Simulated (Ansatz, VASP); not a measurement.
**Two plane-wave programs on P**

INCAR

```
PREC     = Accurate       # precision mode
ENCUT    = 520            # plane-wave cutoff, eV
EDIFF    = 1E-6           # SCF threshold, eV
ISMEAR   = -1             # smearing method
SIGMA    = 0.1            # smearing width, eV
LREAL    = False          # projectors in reciprocal space
LASPH    = True           # aspherical terms in the spheres
NELM     = 60             # most SCF steps
ALGO     = Normal         # electronic algorithm
ISIF     = 2              # what is computed and relaxed
LWAVE    = False          # write WAVECAR
LCHARG   = True           # write CHGCAR
GGA      = RP             # functional
LELF     = True           # ELF
LVHAR    = True         
NBANDS   = 8              # bands
```

The input KPOINTS:

```
regular mesh
0
Gamma
  16 16 16
```

Contents of POSCAR:

```
P
1.0
    0.0000000000      2.0222371098      2.0222371098
    2.0222371098      0.0000000000      2.0222371098
    2.0222371098      2.0222371098      0.0000000000
P
1
Direct
    0.0000000000      0.0000000000      0.0000000000
```

Input for Ansatz:

```yaml
crystal:
  lattice:
    - [0.0, 2.0222371098, 2.0222371098]
    - [2.0222371098, 0.0, 2.0222371098]
    - [2.0222371098, 2.0222371098, 0.0]
  atoms:
    - { symbol: P, position: [0.0, 0.0, 0.0] }
hamiltonian:
  xc: rpbe
  pseudopotentials:
    kind: paw
    azcp:
      P: "pseudopotentials/P.paw.azcp"
basis:
  ecutwfc: 420
  fft_grid_basis: typed
kpoints:
  mp_grid: { grid: [16, 16, 16], shift: [0, 0, 0] }
magnetization:
  spin_polarized: false
scf:
  occupations: { method: fermi_dirac, width: 0.1 }
  lower_state_search: "off"
output:
  stress: true
  write_density: true
  write_potential: true
  elf: true
  volumetric_format: npy
```

Alike in both runs: task single point; functional RPBE; k mesh 16 × 16 × 16; occupations fermi-dirac, width 0.1 eV; no spin polarisation.

|  | VASP | Ansatz |
| --- | --- | --- |
| version | VASP 6.6.1 | Ansatz 0.2.0 |
| potentials or method | VASP PAW PBE potentials, release 64 (P) | plane waves (420 eV) with PAW, scalar-relativistic |
| plane-wave cutoff (eV) | 520 | 420 |
| valence electrons in the cell | 5 | 5 |

VASP gave:

```
pressure (GPa) : -8.3
```

**Question.** What did Ansatz give for the same quantities?

**Answer.** Pressure (GPa): -8.0.

Caveats: the PAW data sets were made with another functional, which shifts forces and pressure a little (VASP).
